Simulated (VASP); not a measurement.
**SrO (strained rocksalt): a PBE single-point calculation in VASP**

INCAR

```
IBRION = -1
LREAL = .FALSE.
EDIFF = 1E-7
ISIF = 2
ENCUT = 520
ISMEAR = -1
LASPH = .TRUE.
LCHARG = .FALSE.
SIGMA = 0.02
GGA = PE
NBANDS = 15
NSW = 0
LWAVE = .FALSE.
NELM = 120
PREC = Accurate
```

KPOINTS

```
KPOINTS created by Atomic Simulation Environment
0
Gamma
8 8 8
0 0 0
```

KPOINTS_OPT

```
special points
7
Reciprocal
0.0000000000 0.0000000000 0.0000000000 1
0.5000000000 0.0000000000 0.5000000000 1
0.6250000000 0.2500000000 0.6250000000 1
0.3750000000 0.3750000000 0.7500000000 1
0.5000000000 0.5000000000 0.5000000000 1
0.5000000000 0.2500000000 0.7500000000 1
0.0000000000 0.5000000000 0.5000000000 1
```

POSCAR

```
Sr O
 1.0000000000000000
     0.0000000000000000    2.5540934026000000    2.5540934026000000
     2.5540934026000000    0.0000000000000000    2.5540934026000000
     2.5540934026000000    2.5540934026000000    0.0000000000000000
 Sr  O
   1   1
Cartesian
  0.0000000000000000  0.0000000000000000  0.0000000000000000
  2.5540934026000000  2.5540934026000000  2.5540934026000000
```

VASP ran with the recommended PBE PAW datasets (16 valence electrons in the cell).

Command

```
mpirun -np 1 vasp_std
```

From OUTCAR

```
k-points           NKPTS =     29   k-points in BZ     NKDIM =     29   number of bands    NBANDS=     15

   NELECT =      16.0000    total number of electrons

   dimension x,y,z NGX =    28 NGY =   28 NGZ =   28
   dimension x,y,z NGXF=    56 NGYF=   56 NGZF=   56

  energy-cutoff  :      520.00
  volume of cell :       33.32
      direct lattice vectors                 reciprocal lattice vectors
     0.000000000  2.554093403  2.554093403    -0.195764180  0.195764180  0.195764180
     2.554093403  0.000000000  2.554093403     0.195764180 -0.195764180  0.195764180
     2.554093403  2.554093403  0.000000000     0.195764180  0.195764180 -0.195764180

 k-points in reciprocal lattice and weights: KPOINTS created by Atomic Simulation Env
   0.00000000  0.00000000  0.00000000       0.002
   0.12500000  0.00000000  0.00000000       0.016
   0.25000000  0.00000000  0.00000000       0.016
   0.37500000  0.00000000  0.00000000       0.016
   0.50000000  0.00000000  0.00000000       0.008
   0.12500000  0.12500000  0.00000000       0.012
   0.25000000  0.12500000  0.00000000       0.047
   0.37500000  0.12500000  0.00000000       0.047
   ...

 E-fermi :   2.2998

 k-point     1 :       0.0000    0.0000    0.0000
  band No.  band energies     occupation
      1     -30.5627      2.00000
      2     -13.3571      2.00000
      3     -12.1790      2.00000
      4     -12.1790      2.00000
      5     -12.1790      2.00000
      6       1.7583      2.00000
      7       1.7583      2.00000
      8       1.7583      2.00000
      9       5.8850      0.00000
     10       8.0119      0.00000
     11       8.0119      0.00000
     12       8.0119      0.00000
     13      10.2240      0.00000
     14      10.2240      0.00000
     15      14.5675      0.00000

 k-point     2 :       0.1250    0.0000    0.0000
  band No.  band energies     occupation
      1     -30.5410      2.00000
      2     -13.7248      2.00000
      3     -12.1918      2.00000
      4     -12.1918      2.00000
      5     -11.8643      2.00000
      6       1.3013      2.00000
      7       1.5537      2.00000
      8       1.5537      2.00000
      9       6.5887      0.00000
     10       7.8629      0.00000
     11       8.3245      0.00000
     12       8.3245      0.00000
     13      10.6451      0.00000
     14      10.6451      0.00000
     15      15.5834      0.00000

 k-point     3 :       0.2500    0.0000    0.0000
  band No.  band energies     occupation
      1     -30.4880      2.00000
      2     -14.3115      2.00000
      3     -12.2222      2.00000
      4     -12.2222      2.00000
      5     -11.4053      2.00000
      6       0.4623      2.00000
      7       1.1131      2.00000
      8       1.1131      2.00000
      9       7.8102      0.00000
     10       8.1404      0.00000
     11       9.1736      0.00000
     12       9.1736      0.00000
     13      11.6952      0.00000
     14      11.6952      0.00000
     15      17.6251      0.00000

 k-point     4 :       0.3750    0.0000    0.0000
  band No.  band energies     occupation
      1     -30.4342      2.00000
      2     -14.7535      2.00000
      3     -12.2520      2.00000
      4     -12.2520      2.00000
      5     -11.0915      2.00000
      6      -0.2033      2.00000
      7       0.7285      2.00000
      8       0.7285      2.00000
      9       8.1495      0.00000
     10       9.6772      0.00000
     11      10.2125      0.00000
     12      10.2125      0.00000
     13      12.9945      0.00000
     14      12.9945      0.00000
     15      17.5234      0.00000

 k-point     5 :       0.5000    0.0000    0.0000
  band No.  band energies     occupation
      1     -30.4116      2.00000
      2     -14.9150      2.00000
      3     -12.2641      2.00000
      4     -12.2641      2.00000
      5     -10.9827      2.00000
      6      -0.4501      2.00000
      7       0.5817      2.00000
      8       0.5817      2.00000
      9       8.3970      0.00000
     10      10.3762      0.00000
     11      10.7195      0.00000
     12      10.7195      0.00000
     13      13.8651      0.00000
     14      13.8651      0.00000
     15      16.8442      0.00000

 k-point     6 :       0.1250    0.1250    0.0000
  band No.  band energies     occupation
      1     -30.5339      2.00000
      2     -13.7599      2.00000
      3     -12.2373      2.00000
      4     -12.2373      2.00000
      5     -11.7877      2.00000
      6       0.9800      2.00000
      7       1.6883      2.00000
      8       1.6883      2.00000
      9       6.6517      0.00000
     10       7.3165      0.00000
     11       8.6842      0.00000
     12       8.6842      0.00000
     13      10.4412      0.00000
     14      11.0709      0.00000
     15      15.8856      0.00000

 k-point     7 :       0.2500    0.1250    0.0000
  band No.  band energies     occupation
      1     -30.4917      2.00000
      2     -14.1447      2.00000
      3     -12.2907      2.00000
      4     -12.2690      2.00000
      5     -11.5289      2.00000
      6       0.4752      2.00000
      7       1.3647      2.00000
      8       1.4652      2.00000
      9       7.0390      0.00000
     10       7.6766      0.00000
     11       9.4020      0.00000
     12       9.5311      0.00000
     13      11.0607      0.00000
     14      11.9472      0.00000
     15      17.6254      0.00000

 k-point     8 :       0.3750    0.1250    0.0000
  band No.  band energies     occupation
      1     -30.4383      2.00000
      2     -14.5542      2.00000
      3     -12.3209      2.00000
      4     -12.3152      2.00000
      5     -11.2946      2.00000
      6       0.0891      2.00000
      7       0.8773      2.00000
      8       1.0648      2.00000
      9       7.4171      0.00000
     10       8.9585      0.00000
     11      10.3568      0.00000
     12      10.4974      0.00000
     13      12.3369      0.00000
     14      12.9099      0.00000
     15      17.7452      0.00000

 k-point     9 :       0.5000    0.1250    0.0000
  band No.  band energies     occupation
      1     -30.4053      2.00000
      2     -14.7816      2.00000
      3     -12.3813      2.00000
      4     -12.3107      2.00000
      5     -11.1537      2.00000
      6      -0.1630      2.00000
      7       0.7016      2.00000
      8       0.7380      2.00000
      9       8.1645      0.00000
     10       9.3663      0.00000
     11      10.9419      0.00000
     12      11.3148      0.00000
     13      13.6009      0.00000
     14      13.9053      0.00000
     15      16.1941      0.00000

 k-point    10 :      -0.3750    0.1250    0.0000
  band No.  band energies     occupation
      1     -30.4127      2.00000
      2     -14.7470      2.00000
      3     -12.4213      2.00000
      4     -12.2661      2.00000
      5     -11.1403      2.00000
      6      -0.1717      2.00000
      7       0.6371      2.00000
      8       0.8978      2.00000
      9       8.2300      0.00000
     10       9.3083      0.00000
     11      10.4145      0.00000
     12      11.0682      0.00000
     13      13.4443      0.00000
     14      13.7781      0.00000
     15      16.3878      0.00000

 k-point    11 :      -0.2500    0.1250    0.0000
  band No.  band energies     occupation
      1     -30.4559      2.00000
      2     -14.4690      2.00000
      3     -12.3969      2.00000
      4     -12.2126      2.00000
      5     -11.2815      2.00000
      6       0.1484      2.00000
      7       0.8035      2.00000
      8       1.2891      2.00000
      9       7.7100      0.00000
     10       8.5901      0.00000
     11       9.3734      0.00000
     12      10.2484      0.00000
     13      12.2099      0.00000
     14      12.5513      0.00000
     15      18.1299      0.00000

 k-point    12 :      -0.1250    0.1250    0.0000
  band No.  band energies     occupation
      1     -30.5090      2.00000
      2     -14.0580      2.00000
      3     -12.3018      2.00000
      4     -12.1815      2.00000
      5     -11.5702      2.00000
      6       0.7271      2.00000
      7       1.1713      2.00000
      8       1.5946      2.00000
      9       7.3758      0.00000
     10       7.5834      0.00000
     11       8.5702      0.00000
     12       9.2628      0.00000
     13      11.0215      0.00000
     14      11.4912      0.00000
     15      16.9475      0.00000

 k-point    13 :       0.2500    0.2500    0.0000
  band No.  band energies     occupation
      1     -30.4648      2.00000
      2     -14.1063      2.00000
      3     -12.3762      2.00000
      4     -12.3762      2.00000
      5     -11.6733      2.00000
      6       0.3920      2.00000
      7       1.6177      2.00000
      8       1.6177      2.00000
      9       6.1487      0.00000
     10       7.8849      0.00000
     11      10.3433      0.00000
     12      10.3433      0.00000
     13      11.0244      0.00000
     14      12.3504      0.00000
     15      18.8375      0.00000

 ...

  Total        1.1285783      1.1285783      1.1285783      0.0000000      0.0000000     -0.0000000
  in kB       54.2627685     54.2627685     54.2627685      0.0000000      0.0000000     -0.0000000
  external PRESSURE =      54.2627685 kB  Pullay stress =       0.0000000 kB

 POSITION                                       TOTAL-FORCE (eV/Angst)
 -----------------------------------------------------------------------------------
      0.00000      0.00000      0.00000         0.000000      0.000000      0.000000
      2.55409      2.55409      2.55409         0.000000      0.000000      0.000000
 -----------------------------------------------------------------------------------
    total drift:                                0.000000      0.000000      0.000000

  FREE ENERGIE OF THE ION-ELECTRON SYSTEM (eV)
  ---------------------------------------------------
  free  energy   TOTEN  =       -12.0227109298 eV

  energy  without entropy=      -12.0227109298  energy(sigma->0) =      -12.02271093
```

The gap between bands v and c is 3.25 eV. The least direct gap is 3.33 eV. The pressure is 5.4 GPa.

Band v is the last that the valence electrons fill when counted band by band, and c is the next.

The run took about 12 s on one core of a shared host (Intel Xeon Platinum 8488C) and held 0.17 GiB at most.
